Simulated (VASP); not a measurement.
Data:

```xyz
5
Lattice="6.3793 0.0000 0.0000 0.0000 6.3793 0.0000 0.0000 0.0000 6.3793" Properties=species:S:1:pos:R:3 pbc="T T T"
Cs     3.1897     3.1897     3.1897
Pb     0.0000     0.0000     0.0000
I      0.0000     0.0000     3.1897
I      3.1897     0.0000     0.0000
I      0.0000     3.1897     0.0000
```

Method: PBE GGA, VASP's PBE PAW potentials (set 64) (plane waves; VASP 6.6.1). Numerical set-up: 300 eV cut-off, 4×4×4 Γ-centred mesh, Gaussian smearing of 0.010 eV, potentials Cs_sv Pb_d I.

Unless said otherwise, spin-orbit coupling is left out, though it shifts the bands of the heavy elements here.

Question: What does the run give for the energy per atom (σ→0), band gap (on the k-mesh) with the smallest direct gap where there is one?

Answer: 
```yaml
band gap (on the k-mesh): 1.46 eV
smallest direct gap (on the k-mesh): 1.46 eV
energy per atom (σ→0): -2.805 eV/atom
```

The structure comes from a computed database's CsPbI3 entry; how it stands against other phases isn't given here. The cell was not relaxed at this level.
